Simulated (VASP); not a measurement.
# HfC (Fm-3m) in VASP: single point with PBEsol

Aim: the single point of HfC with PBEsol.

Everything below comes from runs of VASP 6.6.1. Logs are shortened: lines on timing, memory, paths and dates and some standing lists are left out, and cuts for length are marked.

## Step 1: The crystal as given

It takes space group Fm-3m (No. 225, cubic). Conventional cell: a = 4.605 Å, b = 4.605 Å, c = 4.605 Å, α = 90.00°, β = 90.00°, γ = 90.00°. Hf (site symmetry m-3m) has 6 C at 2.30 Å as nearest neighbours. Around C (site symmetry m-3m) lie 6 Hf at 2.30 Å.

The cell is a database's computed one.

## Step 2: Single point, PBEsol, non-collinear spin, zero start, spin-orbit coupling

The input, INCAR:

```
SYSTEM = HfC
PREC = Accurate
ENCUT = 520
EDIFF = 1E-6
ISMEAR = 0
SIGMA = 0.1
LREAL = .False.
LASPH = .True.
NELM = 100
ALGO = Fast
ISIF = 2
LWAVE = .False.
LCHARG = .False.
LNONCOLLINEAR = .True.
MAGMOM = 0 0 0 0 0 0
LORBIT = 11
LSORBIT = .True.
GGA_COMPAT = .False.
LMAXMIX = 4
GGA = PS
```

The input, KPOINTS:

```
Automatic mesh
0
Gamma
  16 16 16
  0 0 0
```

The input, POSCAR:

```
HfC
1.0
    0.0000000000      2.3024500000      2.3024500000
    2.3024500000      0.0000000000      2.3024500000
    2.3024500000      2.3024500000      0.0000000000
Hf C
1 1
Direct
    0.0000000000      0.0000000000      0.0000000000
    0.5000000000      0.5000000000      0.5000000000
```

Potentials or basis: VASP PAW PBE potentials, release 64 (Hf_pv, C).

The run is started by

```sh
cat potpaw_PBE.64/Hf_pv/POTCAR potpaw_PBE.64/C/POTCAR > POTCAR
mpirun -np 1 vasp_ncl > vasp.out
```

OUTCAR:

```text
SYSTEM = HfC
   PREC = Accurate
   ENCUT = 520
   EDIFF = 1E-6
   ISMEAR = 0
   LREAL = .False.
   LASPH = .True.
   NELM = 100
   ISIF = 2
   LNONCOLLINEAR = .True.
   LORBIT = 11
   LSORBIT = .True.
   GGA = PS

 ion  position               nearest neighbor table
   1  0.000  0.000  0.000-   2 2.30   2 2.30   2 2.30   2 2.30   2 2.30   2 2.30
   2  0.500  0.500  0.500-   1 2.30   1 2.30   1 2.30   1 2.30   1 2.30   1 2.30

  LATTYP: Found a face centered cubic cell.
 ALAT       =     4.6049000000

  Lattice vectors:

 A1 = (   0.0000000000,   2.3024500000,   2.3024500000)
 A2 = (   2.3024500000,   0.0000000000,   2.3024500000)
 A3 = (   2.3024500000,   2.3024500000,   0.0000000000)

Analysis of symmetry for initial positions (statically):
=====================================================================
 Subroutine PRICEL returns:
 Original cell was already a primitive cell.

 Routine SETGRP: Setting up the symmetry group for a
 face centered cubic supercell.

 Subroutine GETGRP returns: Found 48 space group operations
 (whereof 48 operations were pure point group operations)
 out of a pool of 48 trial point group operations.

The static configuration has the point symmetry O_h .

Analysis of symmetry for dynamics (positions and initial velocities):
=====================================================================
 Subroutine PRICEL returns:
 Original cell was already a primitive cell.

 Routine SETGRP: Setting up the symmetry group for a
 face centered cubic supercell.

 Subroutine GETGRP returns: Found 48 space group operations
 (whereof 48 operations were pure point group operations)
 out of a pool of 48 trial point group operations.

The dynamic configuration has the point symmetry O_h .

Analysis of structural, dynamic, and magnetic symmetry:
=====================================================================
 Subroutine PRICEL returns:
 Original cell was already a primitive cell.

 Routine SETGRP: Setting up the symmetry group for a
 face centered cubic supercell.

 Subroutine GETGRP returns: Found 48 space group operations
 (whereof 48 operations were pure point group operations)
 out of a pool of 48 trial point group operations.

The overall configuration has the point symmetry O_h .

 Subroutine INISYM returns: Found 48 space group operations
 (whereof 48 operations are pure point group operations),
 and found     1 'primitive' translations

----------------------------------------------------------------------------------------

                                     Primitive cell

  volume of cell :      24.4118

  direct lattice vectors                    reciprocal lattice vectors
     0.000000000  2.302450000  2.302450000    -0.217159982  0.217159982  0.217159982
     2.302450000  0.000000000  2.302450000     0.217159982 -0.217159982  0.217159982
     2.302450000  2.302450000  0.000000000     0.217159982  0.217159982 -0.217159982

  length of vectors
     3.256156017  3.256156017  3.256156017     0.376132122  0.376132122  0.376132122

  position of ions in fractional coordinates (direct lattice)
     0.000000000  0.000000000  0.000000000
     0.500000000  0.500000000  0.500000000

  ion indices of the primitive-cell ions
   primitive index   ion index
                 1           1
                 2           2

----------------------------------------------------------------------------------------

 KPOINTS: Automatic mesh

Automatic generation of k-mesh.
 Grid dimensions read from file:
 generate k-points for:   16   16   16

 Generating k-lattice:

  Cartesian coordinates                     Fractional coordinates (reciprocal lattice)
[... 78 lines left out ...]
   IMIX   =      4    mixing-type and parameters
     AMIX     =   0.40;   BMIX     =  1.00
     AMIX_MAG =   1.60;   BMIX_MAG =  1.00
  volume/ion in A,a.u.               =      12.21        82.37
  Fermi-wavevector in a.u.,A,eV,Ry     =   1.360141  2.570294 25.170559  1.849984
  Thomas-Fermi vector in A             =   2.486829
   LORBIT       =     11    0 simple, 1 ext, 2 COOP (PROOUT), +10 PAW based schemes
   GGA     = PS    functional components
   LHFCALC =     F    Hartree Fock is set to
   AEXX    =    0.0000 exact exchange contribution
   IVDW    =     0    specifies the selected vdW correction
   LEPSILON=     F    determine dielectric tensor
   LRPA    =     F    only Hartree local field effects (RPA)
 RMM-DIIS sequential band-by-band and
 Gauss-broadening in eV      SIGMA  =   0.10
  energy-cutoff  :      520.00
  volume of cell :       24.41
 maximum number of plane-waves:      1368
   NGX = 13   NGY = 13   NGZ = 13

 number of electron      14.0000000 magnetization       0.0000000      0.0000000      0.0000000

 number of electron      14.0000002 magnetization       0.0000000     -0.0000000     -0.0000000

 number of electron      14.0000002 magnetization      -0.0000000      0.0000000      0.0000000

 Free energy of the ion-electron system (eV)
  ---------------------------------------------------
  ext. energy  EPLUGINS =         0.00000000
  ---------------------------------------------------
  free energy    TOTEN  =       -22.85515842 eV

  energy without entropy =      -22.85333061  energy(sigma->0) =      -22.85424452

 E-fermi :   6.0460     XC(G=0): -12.5677

 val. band max:        6.0415596906   @ k =   0.3125   0.2500   0.0000
 cond. band min:       6.0831371796   @ k =   0.1250   0.1250   0.0000
 fundamental gap:      0.0415774891
 Fermi energy:         6.0459659697

 k-point     1 :       0.0000    0.0000    0.0000
  band No.  band energies     occupation
      1     -28.1431      1.00000
      2     -28.1431      1.00000
      3     -21.1058      1.00000
      4     -21.1058      1.00000
      5     -21.1058      1.00000
      6     -21.1058      1.00000
[... 589 lines left out ...]
     21      10.1173      0.00000
     22      10.1173      0.00000

 [... further k-points ...]

------------------------ aborting loop because EDIFF is reached ----------------------------------------

  FORCE on cell =-STRESS in cart. coord.  units (eV):
  Direction    XX          YY          ZZ          XY          YZ          ZX
  --------------------------------------------------------------------------------------
  -------------------------------------------------------------------------------------
  Total       -0.0247315     -0.0247315     -0.0247315      0.0000000      0.0000000      0.0000000
  in kB       -1.6231594     -1.6231594     -1.6231594      0.0000000      0.0000000      0.0000000
  external PRESSURE =      -1.6231594 kB  Pullay stress =       0.0000000 kB

 VOLUME and BASIS-vectors are now :
 -----------------------------------------------------------------------------
  energy-cutoff  :      520.00
  volume of cell :       24.41
      direct lattice vectors                 reciprocal lattice vectors
     0.000000000  2.302450000  2.302450000    -0.217159982  0.217159982  0.217159982
     2.302450000  0.000000000  2.302450000     0.217159982 -0.217159982  0.217159982
     2.302450000  2.302450000  0.000000000     0.217159982  0.217159982 -0.217159982

 POSITION                                       TOTAL-FORCE (eV/Angst)
 -----------------------------------------------------------------------------------
      0.00000      0.00000      0.00000         0.000000     -0.000000     -0.000000
      2.30245      2.30245      2.30245        -0.000000      0.000000      0.000000
 -----------------------------------------------------------------------------------
    total drift:                                0.000000     -0.000000     -0.000000

  FREE ENERGIE OF THE ION-ELECTRON SYSTEM (eV)
  ---------------------------------------------------
  free  energy   TOTEN  =       -22.8551584190 eV

  energy  without entropy=      -22.8533306130  energy(sigma->0) =      -22.85424452

 Spin-Orbit-Coupling matrix elements

 Ion:    1  E_soc:     -1.3058182
 l=   1
     0.0000000    -0.2110125    -0.2110125
    -0.2110125     0.0000000    -0.2110125
    -0.2110125    -0.2110125     0.0000000
 l=   2
     0.0000000    -0.0013026     0.0000000    -0.0013026    -0.0053213
    -0.0013026     0.0000000    -0.0039909    -0.0013026    -0.0013303
     0.0000000    -0.0039909     0.0000000    -0.0039909     0.0000000
    -0.0013026    -0.0013026    -0.0039909     0.0000000    -0.0013303
    -0.0053213    -0.0013303     0.0000000    -0.0013303     0.0000000
 l=   3
     0.0000000     0.0000000     0.0000000     0.0000000     0.0000000     0.0000000     0.0000000
     0.0000000     0.0000000     0.0000000     0.0000000     0.0000000     0.0000000     0.0000000
     0.0000000     0.0000000     0.0000000     0.0000000     0.0000000     0.0000000     0.0000000
     0.0000000     0.0000000     0.0000000     0.0000000     0.0000000     0.0000000     0.0000000
     0.0000000     0.0000000     0.0000000     0.0000000     0.0000000     0.0000000     0.0000000
     0.0000000     0.0000000     0.0000000     0.0000000     0.0000000     0.0000000     0.0000000
     0.0000000     0.0000000     0.0000000     0.0000000     0.0000000     0.0000000     0.0000000

 Ion:    2  E_soc:     -0.0003210
 l=   1
     0.0000000    -0.0000535    -0.0000535
    -0.0000535     0.0000000    -0.0000535
    -0.0000535    -0.0000535     0.0000000
 l=   2
     0.0000000     0.0000000     0.0000000     0.0000000     0.0000000
     0.0000000     0.0000000     0.0000000     0.0000000     0.0000000
     0.0000000     0.0000000     0.0000000     0.0000000     0.0000000
     0.0000000     0.0000000     0.0000000     0.0000000     0.0000000
     0.0000000     0.0000000     0.0000000     0.0000000     0.0000000
 l=   3
     0.0000000     0.0000000     0.0000000     0.0000000     0.0000000     0.0000000     0.0000000
     0.0000000     0.0000000     0.0000000     0.0000000     0.0000000     0.0000000     0.0000000
     0.0000000     0.0000000     0.0000000     0.0000000     0.0000000     0.0000000     0.0000000
     0.0000000     0.0000000     0.0000000     0.0000000     0.0000000     0.0000000     0.0000000
     0.0000000     0.0000000     0.0000000     0.0000000     0.0000000     0.0000000     0.0000000
     0.0000000     0.0000000     0.0000000     0.0000000     0.0000000     0.0000000     0.0000000
     0.0000000     0.0000000     0.0000000     0.0000000     0.0000000     0.0000000     0.0000000

 total charge

# of ion       s       p       d       tot
------------------------------------------
    1        0.319   6.710   1.737   8.766
    2        0.872   1.513   0.000   2.385
--------------------------------------------------
tot          1.191   8.224   1.737  11.152

 magnetization (x)

# of ion       s       p       d       tot
------------------------------------------
    1        0.000  -0.000  -0.000  -0.000
    2        0.000   0.000   0.000   0.000
--------------------------------------------------
tot          0.000  -0.000  -0.000  -0.000

 magnetization (y)

# of ion       s       p       d       tot
------------------------------------------
    1       -0.000   0.000   0.000  -0.000
    2       -0.000   0.000   0.000  -0.000
--------------------------------------------------
tot         -0.000   0.000   0.000  -0.000

 magnetization (z)

# of ion       s       p       d       tot
------------------------------------------
    1        0.000   0.000   0.000   0.000
    2        0.000  -0.000   0.000  -0.000
--------------------------------------------------
tot          0.000   0.000   0.000   0.000
```

Wall time 69 s (1 thread of Intel Xeon 6975P-C (Granite Rapids), shared host); peak memory 0.28 GiB.

Results:

```yaml
Free_energy: -22.8552 eV
Pressure: -0.2 GPa
Net_moment: 0.00 μB per cell
Valence_electrons_inside_the_program's_atomic_spheres: Hf 8.77; C 2.38
```

Moments on the atoms (μB; x, y, z):
```
Hf  0.00 0.00 0.00
C   0.00 0.00 0.00
```

Caveat: the PAW data sets were made with another functional, which shifts forces and pressure a little.
